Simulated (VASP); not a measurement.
# Si (Imma) in VASP: phonons with LDA

Aim: the phonons of Si with LDA.

Program: VASP 6.6.1. These are calculated values, not measurements. Logs are shortened: lines on timing, memory, paths and dates and some standing lists are left out, and cuts for length are marked.

### Step 1. Starting point

The structure is orthorhombic, space group Imma (No. 74). The conventional cell has a = 3.838 Å, b = 3.879 Å, c = 5.411 Å, α = 90.00°, β = 90.00°, γ = 90.00°. Si (site symmetry mm2) has 4 Si at 2.35 to 2.36 Å as nearest neighbours.

### Step 2. Phonons, LDA

File POSCAR:

```
Si
1.0
    0.0144304315      2.7282245685      2.7056858789
    2.7282245685      0.0144304315      2.7056858789
    2.7426550000      2.7426550000      0.0000000000
Si
2
Direct
    0.0006819000      0.0006819000      0.9993180000
    0.2493180000      0.2493180000      0.2506820000
```

File INCAR.step1:

```
  ALGO = Normal
  EDIFF = 1E-8
  EDIFFG = -0.002
  ENCUT = 600
  GGA = CA
  IBRION = 2
  ISIF = 3
  ISMEAR = 0
  LASPH = True
  LCHARG = False
  LREAL = False
  LWAVE = False
  NELM = 100
  NSW = 40
  PREC = Accurate
  SIGMA = 0.01
```

File INCAR.step2:

```
  ALGO = Normal
  EDIFF = 1E-8
  ENCUT = 600
  GGA = CA
  IBRION = 8
  ISIF = 2
  ISMEAR = 0
  LASPH = True
  LCHARG = False
  LREAL = False
  LWAVE = False
  NELM = 100
  NSW = 1
  PREC = Accurate
  SIGMA = 0.01
```

File KPOINTS:

```
k-points
0
Gamma
  10 10 10
```

Potentials or basis: VASP PAW LDA potentials, release 64 (Si).

Command:

```console
cat potpaw_LDA.64/Si/POTCAR > POTCAR
cp INCAR.step1 INCAR
mpirun -np 1 vasp_std > vasp.out
cp CONTCAR POSCAR
cp INCAR.step2 INCAR
mpirun -np 1 vasp_std > vasp.out
```

OUTCAR:

```text
EDIFF = 1E-8
   ENCUT = 600
   GGA = CA
   IBRION = 8
   ISIF = 2
   ISMEAR = 0
   LASPH = True
   LREAL = False
   NELM = 100
   NSW = 1
   PREC = Accurate

 ion  position               nearest neighbor table
   1  1.000  1.000  0.000-   2 2.34   2 2.34   2 2.34   2 2.34
   2  0.250  0.250  0.250-   1 2.34   1 2.34   1 2.34   1 2.34

  LATTYP: Found a body centered orthorhombic cell.
 ALAT       =     3.8204157706
 B/A-ratio  =     1.0001127636
 C/A-ratio  =     1.4141357253

  Lattice vectors:

 A1 = (   0.0001523122,  -2.7015942105,  -2.7012932133)
 A2 = (  -0.0001523122,   2.7015942105,  -2.7012932133)
 A3 = (   2.7015942105,  -0.0001523122,   2.7012932133)

Analysis of symmetry for initial positions (statically):
=====================================================================
 Subroutine PRICEL returns:
 Original cell was already a primitive cell.

 Routine SETGRP: Setting up the symmetry group for a
 body centered orthorhombic supercell.

 Subroutine GETGRP returns: Found  8 space group operations
 (whereof  4 operations were pure point group operations)
 out of a pool of  8 trial point group operations.

The static configuration has the point symmetry C_2v.
 The point group associated with its full space group is D_2h.

Analysis of symmetry for dynamics (positions and initial velocities):
=====================================================================
 Subroutine PRICEL returns:
 Original cell was already a primitive cell.

 Routine SETGRP: Setting up the symmetry group for a
 body centered orthorhombic supercell.

 Subroutine GETGRP returns: Found  8 space group operations
 (whereof  4 operations were pure point group operations)
 out of a pool of  8 trial point group operations.

The dynamic configuration has the point symmetry C_2v.
 The point group associated with its full space group is D_2h.

 Subroutine INISYM returns: Found  8 space group operations
 (whereof  4 operations are pure point group operations),
 and found     1 'primitive' translations

----------------------------------------------------------------------------------------

                                     Primitive cell

  volume of cell :      39.4314

  direct lattice vectors                    reciprocal lattice vectors
    -0.000152312  2.701594211  2.701293213    -0.185065474  0.185065474  0.185096530
     2.701594211 -0.000152312  2.701293213     0.185065474 -0.185065474  0.185096530
     2.701441898  2.701441898  0.000000000     0.185086342  0.185086342 -0.185096530

  length of vectors
     3.820418344  3.820418344  3.820415771     0.320560734  0.320560734  0.320584831

  position of ions in fractional coordinates (direct lattice)
     0.999985402  0.999985402  0.000014498
     0.250014498  0.250014498  0.249985502

  ion indices of the primitive-cell ions
   primitive index   ion index
                 1           1
                 2           2

----------------------------------------------------------------------------------------

 KPOINTS: k-points

Automatic generation of k-mesh.
 Grid dimensions read from file:
 generate k-points for:   10   10   10

 Generating k-lattice:

  Cartesian coordinates                     Fractional coordinates (reciprocal lattice)
    -0.018506547  0.018506547  0.018509653     0.100000000 -0.000000000  0.000000000
     0.018506547 -0.018506547  0.018509653    -0.000000000  0.100000000  0.000000000
     0.018508634  0.018508634 -0.018509653     0.000000000  0.000000000  0.100000000

  Length of vectors
     0.032056073  0.032056073  0.032058483

  Shift w.r.t. Gamma in fractional coordinates (k-lattice)
     0.000000000  0.000000000  0.000000000

 Subroutine IBZKPT returns following result:
 ===========================================

 Found    171 irreducible k-points:

 Following reciprocal coordinates:
            Coordinates               Weight
  0.000000  0.000000  0.000000      1.000000
  0.100000  0.000000  0.000000      4.000000
  0.200000  0.000000  0.000000      4.000000
  0.300000  0.000000  0.000000      4.000000
  0.400000  0.000000  0.000000      4.000000
  0.500000  0.000000  0.000000      2.000000
[... 16 lines left out ...]
  0.300000  0.300000  0.000000      2.000000
  0.400000  0.300000  0.000000      4.000000
 [... further k-points ...]
   k-points           NKPTS =    171   k-points in BZ     NKDIM =    171   number of bands    NBANDS=      8
[... 25 lines left out ...]
   POTIM  = 0.5000    time-step for ionic-motion
   TEBEG  =    0.0;   TEEND  =   0.0 temperature during run
   PSTRESS=    0.0 pullay stress
   NELECT =       8.0000    total number of electrons
   NUPDOWN=      -1.0000    fix difference up-down
   EMIN   =  10.00;   EMAX   =-10.00  energy-range for DOS
   EFERMI =   0.00;   METHOD = LEGACY
   ISMEAR =     0;   SIGMA  =   0.01  broadening in eV -4-tet -1-fermi 0-gaus
   EFERMI_NEDOS =   21; number of points for ismear=-14 and -15
   IALGO  =     38    algorithm
   IMIX   =      4    mixing-type and parameters
     AMIX     =   0.40;   BMIX     =  1.00
     AMIX_MAG =   1.60;   BMIX_MAG =  1.00
  volume/ion in A,a.u.               =      19.72       133.05
  Fermi-wavevector in a.u.,A,eV,Ry     =   0.961961  1.817843 12.590412  0.925369
  Thomas-Fermi vector in A             =   2.091379
   LORBIT       =      0    0 simple, 1 ext, 2 COOP (PROOUT), +10 PAW based schemes
   GGA     = CA    functional components
   LHFCALC =     F    Hartree Fock is set to
   AEXX    =    0.0000 exact exchange contribution
   IVDW    =     0    specifies the selected vdW correction
   LEPSILON=     F    determine dielectric tensor
   LRPA    =     F    only Hartree local field effects (RPA)
 non-spin polarized calculation
 Gauss-broadening in eV      SIGMA  =   0.01
  energy-cutoff  :      600.00
  volume of cell :       39.43
 maximum number of plane-waves:      1363
   NGX = 15   NGY = 15   NGZ = 15

--------------------------------------- Ionic step        1  -------------------------------------------

 number of electron       7.9999999 magnetization

 Free energy of the ion-electron system (eV)
  ---------------------------------------------------
  ext. energy  EPLUGINS =         0.00000000
  ---------------------------------------------------
  free energy    TOTEN  =       -11.91928966 eV

  energy without entropy =      -11.91928966  energy(sigma->0) =      -11.91928966

 E-fermi :   6.0104     XC(G=0):  -9.6634

 val. band max:        5.9280405128   @ k =   0.0000   0.0000   0.0000
 cond. band min:       6.3803152905   @ k =   0.4000   0.4000   0.0000
 fundamental gap:      0.4522747776
 Fermi energy:         6.0104207213

 k-point     1 :       0.0000    0.0000    0.0000
  band No.  band energies     occupation
      1      -6.1351      2.00000
      2       5.9262      2.00000
      3       5.9279      2.00000
      4       5.9280      2.00000
      5       8.4577      0.00000
      6       8.4578      0.00000
      7       8.4586      0.00000
      8       9.3130      0.00000
[... 243 lines left out ...]
 k-point    24 :       0.4000    0.3000    0.0000
  band No.  band energies     occupation
      1      -3.9430      2.00000
      2       0.4862      2.00000
      3       3.0139      2.00000
      4       3.4571      2.00000
      5       6.8655      0.00000
      6       8.0588      0.00000
      7      12.8746      0.00000
      8      12.9903      0.00000

 [... further k-points ...]

------------------------ aborting loop because EDIFF is reached ----------------------------------------

  FORCE on cell =-STRESS in cart. coord.  units (eV):
  Direction    XX          YY          ZZ          XY          YZ          ZX
  --------------------------------------------------------------------------------------
  -------------------------------------------------------------------------------------
  Total       -0.0010534     -0.0010534      0.0015948      0.0013744      0.0000000      0.0000000
  in kB       -0.0428011     -0.0428011      0.0647993      0.0558465      0.0000000      0.0000000
  external PRESSURE =      -0.0069343 kB  Pullay stress =       0.0000000 kB

 VOLUME and BASIS-vectors are now :
 -----------------------------------------------------------------------------
  energy-cutoff  :      600.00
  volume of cell :       39.43
      direct lattice vectors                 reciprocal lattice vectors
    -0.000152312  2.701594211  2.701293213    -0.185065474  0.185065474  0.185096530
     2.701594211 -0.000152312  2.701293213     0.185065474 -0.185065474  0.185096530
     2.701441898  2.701441898  0.000000000     0.185086342  0.185086342 -0.185096530

 POSITION                                       TOTAL-FORCE (eV/Angst)
 -----------------------------------------------------------------------------------
      2.70144      2.70144      5.40251         0.000000      0.000000      0.001012
      1.35072      1.35072      1.35072        -0.000000     -0.000000     -0.001012
 -----------------------------------------------------------------------------------
    total drift:                               -0.000000     -0.000000     -0.000023

  FREE ENERGIE OF THE ION-ELECTRON SYSTEM (eV)
  ---------------------------------------------------
  free  energy   TOTEN  =       -11.9192896588 eV

  energy  without entropy=      -11.9192896588  energy(sigma->0) =      -11.91928966

[... ionic steps 2 to 3 ...]

--------------------------------------- Ionic step        4  -------------------------------------------

------------------------ aborting loop because EDIFF is reached ----------------------------------------

[... ionic steps 5 to 5 ...]

--------------------------------------- Ionic step        6  -------------------------------------------

 Free energy of the ion-electron system (eV)
  ---------------------------------------------------
  ---------------------------------------------------
  free energy    TOTEN  =        -0.01774044 eV

  energy without entropy =       -0.01774044

------------------------ aborting loop because EDIFF is reached ----------------------------------------

 INTERNAL STRAIN TENSOR  FOR ION    1  DIRECTION 3   (eV/Angst):
 -----------------------------------------------------------------------------
    -0.00023  9.68177  0.00000
     9.68177 -0.00023  0.00000
     0.00000  0.00000  0.01054

 INTERNAL STRAIN TENSOR FOR ION    2 for displacements in x,y,z  (eV/Angst):
          X           Y           Z          XY          YZ          ZX
  --------------------------------------------------------------------------------
  x    -0.00000    -0.00000    -0.00000    -0.00000    -9.74022    -0.28162
  y    -0.00000    -0.00000    -0.00000    -0.00000     0.25790    -9.55024
  z     0.00023     0.00023    -0.01054    -9.68177    -0.00000    -0.00000

 SECOND DERIVATIVES (NOT SYMMETRIZED)
 ------------------------------------
               1X          1Y          1Z          2X          2Y          2Z
  1X   -13.587082    0.003081   -0.000000   13.587082   -0.003081    0.000000
  1Y     0.003081  -13.587082   -0.000000   -0.003081   13.587082    0.000000
  1Z    -0.000000   -0.000000  -13.572139    0.000000    0.000000   13.572139
  2X    13.587082   -0.003081    0.000000  -13.587082    0.003081   -0.000000
  2Y    -0.003081   13.587082    0.000000    0.003081  -13.587082   -0.000000
  2Z     0.000000    0.000000   13.572139   -0.000000   -0.000000  -13.572139

 Eigenvectors and eigenvalues of the dynamical matrix
 ----------------------------------------------------

   1 f  =   15.379451 THz    96.631940 2PiTHz  513.003261 cm-1    63.604269 meV
             X         Y         Z           dx          dy          dz
      2.701442  2.701442  5.402508     0.500000   -0.500000   -0.000000
      1.350721  1.350721  1.350725    -0.500000    0.500000    0.000000
[... 16 lines left out ...]
   5 f  =    0.000000 THz     0.000001 2PiTHz    0.000005 cm-1     0.000001 meV
             X         Y         Z           dx          dy          dz
      2.701442  2.701442  5.402508    -0.110338   -0.698050   -0.023491
      1.350721  1.350721  1.350725    -0.110338   -0.698050   -0.023491

   6 f/i=    0.000000 THz     0.000001 2PiTHz    0.000004 cm-1     0.000000 meV
             X         Y         Z           dx          dy          dz
      2.701442  2.701442  5.402508     0.698443   -0.110333   -0.001977
      1.350721  1.350721  1.350725     0.698443   -0.110333   -0.001977

--------------------------------------------------------------------------------------------------------

 ELASTIC MODULI CONTR FROM IONIC RELAXATION (kBar)
 Direction    XX          YY          ZZ          XY          YZ          ZX
 --------------------------------------------------------------------------------
 XX          -0.0000     -0.0000      0.0000      0.0065      0.0000     -0.0000
 YY          -0.0000     -0.0000      0.0000      0.0065     -0.0000     -0.0000
 ZZ           0.0000      0.0000     -0.0003     -0.3056     -0.0000     -0.0000
 XY           0.0065      0.0065     -0.3056   -280.6270     -0.0000     -0.0000
 YZ           0.0000     -0.0000     -0.0000     -0.0000   -283.9091     -0.9004
 ZX          -0.0000     -0.0000     -0.0000     -0.0000     -0.9004   -272.9947
 --------------------------------------------------------------------------------
```

Run time: 3 min. Hardware: 1 thread of Intel Xeon 6975P-C (Granite Rapids), shared host; peak memory 0.48 GiB.

What came out:

```yaml
Relaxed_volume: 19.72 Å³/atom
Relaxed_cell: a = 3.820 Å, b = 3.820 Å, c = 3.820 Å, α = 60.00°, β = 60.00°, γ = 60.01°
Space_group_after_relaxing_to_0.05_Å: Fd-3m (No. 227)
Highest_phonon_frequency_at_Γ: 513 cm⁻¹
```

The path:
| step | energy change (eV) | largest force (eV/Å) | pressure (GPa) | volume (Å³) |
| --- | --- | --- | --- | --- |
| 1 | 0.0000 | 0.0002 | -1.96 | 40.28 |
| 2 | -0.0038 | 0.0922 | 1.47 | 38.85 |
| 3 | -0.0063 | 0.0532 | 0.09 | 39.39 |
| 4 | -0.0068 | 0.0130 | 0.05 | 39.41 |
| 5 | -0.0068 | 0.0156 | 0.02 | 39.42 |
| 6 | -0.0068 | 0.0132 | -0.02 | 39.44 |
| 7 | -0.0069 | 0.0010 | 0.00 | 39.43 |

Final structure:
```yaml
crystal:
  lattice:
    - [-0.00015, 2.70159, 2.70129]
    - [2.70159, -0.00015, 2.70129]
    - [2.70144, 2.70144, 0.00000]
  atoms:
    - { symbol: Si, position: [0.99999, 0.99999, 0.00001] }
    - { symbol: Si, position: [0.25001, 0.25001, 0.24999] }
```

Phonon frequencies in cm⁻¹ (negative: imaginary):
| q point | frequencies |
| --- | --- |
| (0.000, 0.000, 0.000) | 0 0 0 513 513 513 |
